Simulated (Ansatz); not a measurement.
# Te2Mo in Ansatz: reference runs

Aim: a first look at Te2Mo with PBE, on the cell as given and on a disturbed one.

All numbers are computed with Ansatz 0.2.0; they aren't measurements. Logs are shortened: lines on timing, memory, paths and dates and some standing lists are left out, and cuts for length are marked.

## Step 1: The structure

The cell holds a slab with vacuum, 3 atoms: a = 3.560 Å, b = 3.560 Å, c = 17.524 Å, α = 90.00°, β = 90.00°, γ = 120.00°.

## Step 2: Single point, PBE

input.yaml

```yaml
crystal:
  lattice:
    - [3.560232814, 0.0, 0.0]
    - [-1.780116407, 3.0832520603, 0.0]
    - [0.0, 0.0, 17.52405782]
  atoms:
    - { symbol: Te, position: [0.3333333333, 0.6666666667, 0.10214455] }
    - { symbol: Te, position: [0.3333333333, 0.6666666667, 0.89785545] }
    - { symbol: Mo, position: [0.0, 0.0, 0.0] }
kpoints:
  mp_grid: { grid: [9, 9, 2] }
scf:
  occupations: { method: fermi_dirac, width: 0.05 }
hamiltonian:
  xc: pbe
  pseudopotentials: { kind: all_electron, lapw: { basis_error: 0.001 } }
output:
  forces: true
  stress: true
  eigenvalues: true
  populations: true
```

Potentials or basis: all-electron LAPW, scalar-relativistic.

The run is started by

```sh
ansatz run input.yaml --threads 2 --pin off --max-ram 6144MiB --backend cpu --events-out ev --progress --plain --runs-dir out
```

Log:

```text
Warning: RAYON_NUM_THREADS=2 ignored (pool sized by the plan → 2); use --threads N
Te: projections on atomic orbitals take those of the free atom 1s2 2s2 2p6 3s2 3p6 3d10 4s2 4p6 4d10 5s2 5p4, of charge +0.00 (hamiltonian.pseudopotentials.projection_atoms)
Mo: projections on atomic orbitals take those of the free atom 1s2 2s2 2p6 3s2 3p6 3d10 4s2 4p6 4d5 5s1, of charge +0.00 (hamiltonian.pseudopotentials.projection_atoms)
LAPW: plane waves up to 8.241 Å⁻¹, error target 1.0e-3 eV per atom; small_component_spin mean_spin; Mo in spheres of 1.346 Å, 30 of its electrons in bands, Dirac shells []; Te in spheres of 1.380 Å, 24 of its electrons in bands, Dirac shells [] (how accurate: hamiltonian.pseudopotentials.lapw.basis_error, Limitations)
Engine: ansatz 0.2.0, aarch64-unknown-linux-gnu
Pseudopotentials: kind: all_electron
Pseudopotential: Te, LAPW, valence charge 24, lapw/all_electron/scalar/gaussian/Te, Koelling and Harmon's equation, gaussian nucleus
Pseudopotential: Mo, LAPW, valence charge 30, lapw/all_electron/scalar/gaussian/Mo, Koelling and Harmon's equation, gaussian nucleus
Functional definition: PBE
  parameter kappa = 0.804
  parameter beta = 0.06672455060314922
  exchange = pbe_x(kappa = kappa, mu = beta*pi^2/3)
  correlation = pbe_c(beta = beta)
Crystal: 3 atoms, lattice volume = 192.363 Å³
Basis set: ecut = 258.75528280641424 eV, 1833 PW (Γ), exchange–correlation at level 2
Bands: 47, of which v1, the nominal top of the filled ones, is band 39 counted from 1 (38 counted from 0)
Symmetry: 12 space group operations
Space group: P-6m2 (ITA 187), of the structure as read, at distance tolerance 5.8e-5 Å
k-points: 24 of 162 (time reversal used)
Non-local potential: Te, projectors of the file, none
Non-local potential: Mo, projectors of the file, none
Initial density: superposition of atomic densities (neutral atoms: chi_scale 0, normalization atom)
Initial wavefunctions: plane waves of lowest kinetic energy (no species holds an atomic orbital)
Functional: x = pbe(κ = 0.804, μ = 0.2195149727645171), c = pbe(β = 0.06672455060314922)
iter 1 solved again at ethr=1.42e-3 eV; its pass at ethr=1.00e-1 eV (dr2=1.11e0 eV) is discarded
SCF iter   1: F=—  HF=-479948.021679 eV  |F-HF|=—  |Δ(HF+E_count)|=         —  Δρ=2.12e-2  dr2=1.11e0  ethr=1.42e-3  ⟨swp⟩=2.5  Hψ=7298  notcnv=0
preconditioner: auto → Resta (q_TF=auto, 2.347 Å⁻¹)  ε∞=2.6  [insulator: Δε(μ)=1.061 eV  Ē_g=8.968 eV  σ=0.050 eV  W_gap=1.00  n_scr=54 (ndim 8)  ℏωp=11.4 eV  f_vac=0.600  D(μ)=0.00/eV (n_scr^D=0)  ε∞_Penn≈2.6  vacuum switching on, ρ_ref=5.8e-3 e/Å³]
SCF iter   2: F=—  HF=-479947.938748 eV  |F-HF|=—  |Δ(HF+E_count)|=   8.29e-2  Δρ=1.99e-2  dr2=3.87e0  ethr=1.42e-3  ⟨swp⟩=3.0  Hψ=3642  notcnv=0
SCF iter   3: F=—  HF=-479947.432941 eV  |F-HF|=—  |Δ(HF+E_count)|=   5.06e-1  Δρ=8.93e-3  dr2=1.81e-1  ethr=1.42e-3  ⟨swp⟩=3.1  Hψ=3461  notcnv=0
SCF iter   4: F=—  HF=-479947.370314 eV  |F-HF|=—  |Δ(HF+E_count)|=   6.26e-2  Δρ=3.06e-3  dr2=2.16e-2  ethr=2.32e-4  ⟨swp⟩=2.9  Hψ=3511  notcnv=0  defer=1
SCF iter   5: F=—  HF=-479947.368646 eV  |F-HF|=—  |Δ(HF+E_count)|=         —  Δρ=7.79e-4  dr2=2.39e-3  ethr=2.77e-5  ⟨swp⟩=2.6  Hψ=3417  notcnv=0
the basis was enlarged: its passes take 290.7 KiB over the memory plan, 2 of 2 planned eigensolver slots
iter 6 solved again at ethr=1.03e-7 eV; its pass at ethr=3.07e-6 eV (dr2=8.06e-5 eV) is discarded
SCF iter   6: F=—  HF=-479947.368940 eV  |F-HF|=—  |Δ(HF+E_count)|=   2.94e-4  Δρ=1.19e-4  dr2=8.09e-5  ethr=1.03e-7  ⟨swp⟩=2.0  Hψ=5596  notcnv=0
SCF iter   7: F=—  HF=-479947.368973 eV  |F-HF|=—  |Δ(HF+E_count)|=   3.32e-5  Δρ=4.93e-5  dr2=1.04e-5  ethr=1.03e-7  ⟨swp⟩=3.0  Hψ=3387  notcnv=0
SCF iter   8: F=—  HF=-479947.368974 eV  |F-HF|=—  |Δ(HF+E_count)|=   9.66e-7  Δρ=1.10e-5  dr2=2.98e-7  ethr=1.34e-8  ⟨swp⟩=3.0  Hψ=3346  notcnv=0
SCF iter   9: F=-479947.368974 eV  HF=-479947.368974 eV  |F-HF|=2.62e-9  |Δ(HF+E_count)|=   2.28e-7  Δρ=3.46e-6  dr2=3.63e-8  ethr=3.83e-10  ⟨swp⟩=3.0  Hψ=3446  notcnv=0
SCF 1 converged in 9 iterations: F = -479947.368974 eV  dr2 = 3.63e-8
SCF converged after 9 iterations
Free energy (F): -479947.368974 eV
Harris-Foulkes:  -479947.368974 eV  (|F-HF|=2.62e-9)
Internal energy: -479947.368973 eV  (E = F + TS)
E sigma→0 (E₀):  -479947.368974 eV
Entropy (-TS):   -0.000002 eV (-0.001 meV/atom)
Fermi energy:    3.221329 eV
--- Per-component energies (eV) ---
  E_band       = -7298.363224
  E_kinetic    = 504688.803903
  E_xc         = -12954.682262
  E_electrostatic = -971681.490614  (all electrons and nuclei)
  E_smearing   = -0.000002  (= −TS)
  E_closure    = 0.000000  (closes the sum)
  E_atoms      = -479929.394800  (free atoms, spherical and without spin; not in F)
  Σ components = -479947.368974   (vs F -479947.368974, Δ=0.00e0)
  Basis errors (estimates in eV, not in F): energy 4.4e-4 per atom: plane waves 4.0e-4 (2.3e-4 summed), levels above the bands 2.0e-57, relativity 7.9e-8, radial functions 4.4e-5, core shells 2.4e-7; eigenvalues (radial functions only) 1.0e-6; not estimated: angular momenta, meshes, grids; target (lapw.basis_error) 1.0e-3; muffin-tin radii Mo 1.346 Å, Te 1.380 Å
--- Forces (eV/Å), atoms counted from 1 ---
  atom   1  Te     0.00000000    -0.00000000     0.21690764
  atom   2  Te    -0.00000000    -0.00000000    -0.21690764
  atom   3  Mo    -0.00000000    -0.00000000     0.00000000
  max |Σ_I F_I| component: 1.05e-16 eV/Å
--- Stress (GPa, compression-positive) ---
        0.153509       0.000000       0.000000
        0.000000       0.153509       0.000000
        0.000000       0.000000       0.647813
  P = ⅓ Tr σ = 0.3183 GPa (3.183 kbar)
--- Band table (eV; the first three rows and the last of 24) ---
  k-point 0: bands = ["-372.8654", "-372.8294", "-372.8294", "-214.7317", "-214.7272", "-214.7272", "-214.7008", "-214.7008", "-156.3579", "-156.3579", "-106.4216", "-106.4216", "-106.4216", "-106.4216", "-106.3540", "-106.3539", "-57.9744", "-33.7954", "-33.7954", "-33.7833", "-33.7833", "-33.7331", "-33.7331", "-33.7223", "-33.7223", "-33.7113", "-33.7017", "-32.1139", "-31.9971", "-31.9971", "-9.8441", "-8.8698", "-2.2223", "1.0015", "1.0015", "1.0634", "1.7900", "1.7900", "2.3033", "5.7492", "5.7492", "6.0410", "6.0410", "6.8609", "7.3369", "8.2208", "8.9849"]
  k-point 1: bands = ["-372.8654", "-372.8294", "-372.8294", "-214.7317", "-214.7272", "-214.7272", "-214.7008", "-214.7008", "-156.3579", "-156.3579", "-106.4216", "-106.4216", "-106.4216", "-106.4216", "-106.3540", "-106.3539", "-57.9744", "-33.7954", "-33.7954", "-33.7833", "-33.7833", "-33.7331", "-33.7331", "-33.7223", "-33.7223", "-33.7113", "-33.7017", "-32.1139", "-31.9971", "-31.9971", "-9.8441", "-8.8698", "-2.2223", "1.0015", "1.0015", "1.0634", "1.7900", "1.7900", "2.3033", "5.7492", "5.7492", "6.0410", "6.0410", "6.9901", "7.0974", "8.6542", "8.7544"]
  k-point 2: bands = ["-372.8654", "-372.8294", "-372.8294", "-214.7317", "-214.7272", "-214.7272", "-214.7008", "-214.7008", "-156.3579", "-156.3579", "-106.4216", "-106.4216", "-106.4216", "-106.4216", "-106.3540", "-106.3539", "-57.9735", "-33.7941", "-33.7929", "-33.7852", "-33.7812", "-33.7340", "-33.7335", "-33.7253", "-33.7225", "-33.7104", "-33.7005", "-32.1063", "-32.0119", "-31.9997", "-9.6797", "-8.7572", "-2.0432", "0.6372", "0.7198", "1.1370", "1.5758", "1.9436", "2.2729", "5.1694", "5.2192", "5.6981", "5.8933", "7.1178", "7.5416", "8.5073", "9.5686"]
  k-point 23: bands = ["-372.8654", "-372.8294", "-372.8294", "-214.7317", "-214.7272", "-214.7272", "-214.7008", "-214.7008", "-156.3579", "-156.3579", "-106.4217", "-106.4217", "-106.4217", "-106.4217", "-106.3540", "-106.3539", "-57.9658", "-33.7995", "-33.7792", "-33.7728", "-33.7724", "-33.7512", "-33.7389", "-33.7274", "-33.7273", "-33.7052", "-33.6906", "-32.1019", "-32.0598", "-32.0425", "-7.6468", "-7.3916", "-1.7524", "-1.6049", "-1.0527", "-0.2297", "-0.1748", "1.0170", "2.6939", "3.7441", "4.6482", "5.2154", "6.7448", "7.7862", "7.9089", "10.0868", "11.0263"]
--- Löwdin populations: 3 sites ---
  site symbol       q [e]
     0     Te     51.8983
     1     Te     51.8983
     2     Mo     42.0108
  spilling = 0.001319 (of n_electrons = 146.000000)
```

Wall time 60 s (2 threads of Arm Neoverse V1, shared host); peak memory 0.59 GiB.

Results:

| Item | Value |
| --- | --- |
| Free energy | -479947.3690 eV |
| Largest force | 0.217 eV/Å |
| Band gap on the k mesh | 1.05 eV, direct |

Forces on the atoms (eV/Å):
```
Te   0.000  0.000  0.217
Te   0.000  0.000 -0.217
Mo   0.000  0.000  0.000
```

Stress tensor (GPa, compression positive):
```
0.15 0.00 0.00
0.00 0.15 0.00
0.00 0.00 0.65
```

Caveat: spin-orbit coupling is left out, which moves the levels of the heavy elements.

## Step 3: Single point, PBE (atoms moved at random, drawn with an rms of 0.05 Å)

input.yaml: that of step 2 with these lines changed.

```diff
@@ -6,5 +6,5 @@
   atoms:
-    - { symbol: Te, position: [0.3333333333, 0.6666666667, 0.10214455] }
-    - { symbol: Te, position: [0.3333333333, 0.6666666667, 0.89785545] }
-    - { symbol: Mo, position: [0.0, 0.0, 0.0] }
+    - { symbol: Te, position: [0.330865, 0.670728, 0.099497] }
+    - { symbol: Te, position: [0.342878, 0.66316, 0.897984] }
+    - { symbol: Mo, position: [-0.027059, -0.019396, 0.001144] }
 kpoints:
```

Potentials or basis: all-electron LAPW, scalar-relativistic.

The run is started by

```sh
ansatz run input.yaml --threads 2 --pin off --max-ram 6144MiB --backend cpu --events-out ev --progress --plain --runs-dir out
```

Log:

```text
Warning: RAYON_NUM_THREADS=2 ignored (pool sized by the plan → 2); use --threads N
Te: projections on atomic orbitals take those of the free atom 1s2 2s2 2p6 3s2 3p6 3d10 4s2 4p6 4d10 5s2 5p4, of charge +0.00 (hamiltonian.pseudopotentials.projection_atoms)
Mo: projections on atomic orbitals take those of the free atom 1s2 2s2 2p6 3s2 3p6 3d10 4s2 4p6 4d5 5s1, of charge +0.00 (hamiltonian.pseudopotentials.projection_atoms)
LAPW: plane waves up to 8.607 Å⁻¹, error target 1.0e-3 eV per atom; small_component_spin mean_spin; Mo in spheres of 1.291 Å, 30 of its electrons in bands, Dirac shells []; Te in spheres of 1.334 Å, 24 of its electrons in bands, Dirac shells [] (how accurate: hamiltonian.pseudopotentials.lapw.basis_error, Limitations)
[... 1 set-up line as earlier in the session ...]
[... 64 lines left out ...]
  k-point 2: bands = ["-372.8367", "-372.8040", "-372.7996", "-214.7031", "-214.6998", "-214.6968", "-214.6758", "-214.6698", "-156.4088", "-156.3480", "-106.4747", "-106.4701", "-106.4174", "-106.4117", "-106.4045", "-106.3428", "-57.9726", "-33.8385", "-33.8372", "-33.7969", "-33.7922", "-33.7806", "-33.7735", "-33.7572", "-33.7322", "-33.7240", "-33.7001", "-32.1124", "-32.0176", "-32.0081", "-9.7594", "-8.7688", "-2.1133", "0.4669", "0.7453", "1.0417", "1.3729", "2.0108", "2.3375", "4.9344", "5.3020", "5.6445", "6.1590", "7.1309", "7.5562", "8.5261", "9.5334"]
  k-point 81: bands = ["-372.8367", "-372.8040", "-372.7996", "-214.7031", "-214.6998", "-214.6968", "-214.6758", "-214.6698", "-156.4088", "-156.3480", "-106.4747", "-106.4702", "-106.4174", "-106.4118", "-106.4045", "-106.3428", "-57.9663", "-33.8425", "-33.8219", "-33.8030", "-33.7884", "-33.7808", "-33.7703", "-33.7522", "-33.7416", "-33.7277", "-33.6928", "-32.1287", "-32.0521", "-32.0268", "-8.2313", "-7.8335", "-2.1580", "-1.3321", "-0.6029", "0.2139", "1.0522", "1.3066", "2.2308", "4.1106", "4.2838", "5.3951", "6.4013", "7.7973", "9.1724", "9.2560", "10.0398"]
--- Löwdin populations: 3 sites ---
  site symbol       q [e]
     0     Te     51.8727
     1     Te     51.9014
     2     Mo     42.0304
  spilling = 0.001338 (of n_electrons = 146.000000)
```

populations.tsv:

```text
# site	symbol	l	j	q
# orbitals = lowdin
# n_electrons = 146.000000
# spilling = 0.001338
# projection_atom_Te: 1s2 2s2 2p6 3s2 3p6 3d10 4s2 4p6 4d10 5s2 5p4
# projection_atom_Mo: 1s2 2s2 2p6 3s2 3p6 3d10 4s2 4p6 4d5 5s1
0	Te	0_1S	-	1.999999
0	Te	0_2S	-	1.999956
0	Te	0_3S	-	1.999347
0	Te	0_4S	-	1.991863
0	Te	0_5S	-	1.799477
0	Te	1_2P	-	6.000000
0	Te	1_3P	-	5.999970
0	Te	1_4P	-	5.997224
0	Te	1_5P	-	4.087027
0	Te	2_3D	-	9.999999
0	Te	2_4D	-	9.997860
1	Te	0_1S	-	1.999999
1	Te	0_2S	-	1.999961
1	Te	0_3S	-	1.999431
1	Te	0_4S	-	1.992874
1	Te	0_5S	-	1.816717
1	Te	1_2P	-	6.000000
1	Te	1_3P	-	5.999974
1	Te	1_4P	-	5.997554
1	Te	1_5P	-	4.096793
1	Te	2_3D	-	9.999999
1	Te	2_4D	-	9.998131
2	Mo	0_1S	-	1.999998
2	Mo	0_2S	-	1.999920
2	Mo	0_3S	-	1.998588
2	Mo	0_4S	-	1.971324
2	Mo	0_5S	-	0.557613
2	Mo	1_2P	-	6.000000
2	Mo	1_3P	-	5.999975
2	Mo	1_4P	-	5.995277
2	Mo	2_3D	-	9.999983
2	Mo	2_4D	-	5.507761
```

It took 3.9 min on 2 threads of Arm Neoverse V1, shared host; peak memory 1.1 GiB.

Results:

```
Free energy            : -479947.2564 eV
Largest force          : 1.708 eV/Å
Band gap on the k mesh : 1.02 eV, direct
```

Forces in eV/Å, atoms in the order of the input:
```
Te  -0.405 -0.551  1.140
Te  -0.693 -0.372 -0.212
Mo   1.098  0.923 -0.928
```

Caveat: spin-orbit coupling is left out, which moves the levels of the heavy elements.
